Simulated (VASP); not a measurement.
Wanted: the native input for a VASP 6.6.1 run.

| Item | Value |
| --- | --- |
| Task | core levels |
| Functional | PBEsol |
| Potentials or basis | VASP PAW PBE potentials, release 64 (In_d) |
| Cutoff | 520 eV |
| k mesh | 14 × 14 × 14 |
| Occupations | fermi-dirac, width 0.05 eV |
| Spin | no spin polarisation |
| Further INCAR settings | ALGO = Normal; EDIFF = 1e-07 |

The structure of In lies in POSCAR:

```
In
1.0
   -1.6254700000      1.6254700000      2.4737000000
    1.6254700000     -1.6254700000      2.4737000000
    1.6254700000      1.6254700000     -2.4737000000
In
1
Direct
    0.0000000000      0.0000000000      0.0000000000
```

These files were run (other wordings do the same):

INCAR

```
PREC = Accurate
ENCUT = 520
EDIFF = 1E-7
ISMEAR = -1
SIGMA = 0.05
LREAL = False
LASPH = True
NELM = 80
ALGO = Normal
ISIF = 2
LWAVE = False
LCHARG = False
GGA = PS
ICORELEVEL = 1
```

KPOINTS

```
regular mesh
0
Gamma
  14 14 14
```

Potentials or basis: VASP PAW PBE potentials, release 64 (In_d).

Run with:

```sh
$ cat potpaw_PBE.64/In_d/POTCAR > POTCAR
$ mpirun -np 1 vasp_std > vasp.out
```

It gave:

```
Pressure               : -1.1 GPa
Band gap on the k mesh : none (metal or under the smearing width)
```

Caveat: the PAW data sets were made with another functional, which shifts forces and pressure a little.

Run time: 36 s on 1 thread of Intel(R) Xeon(R) 6975P-C (Granite Rapids), with other jobs on the host, peak memory 0.2 GiB.
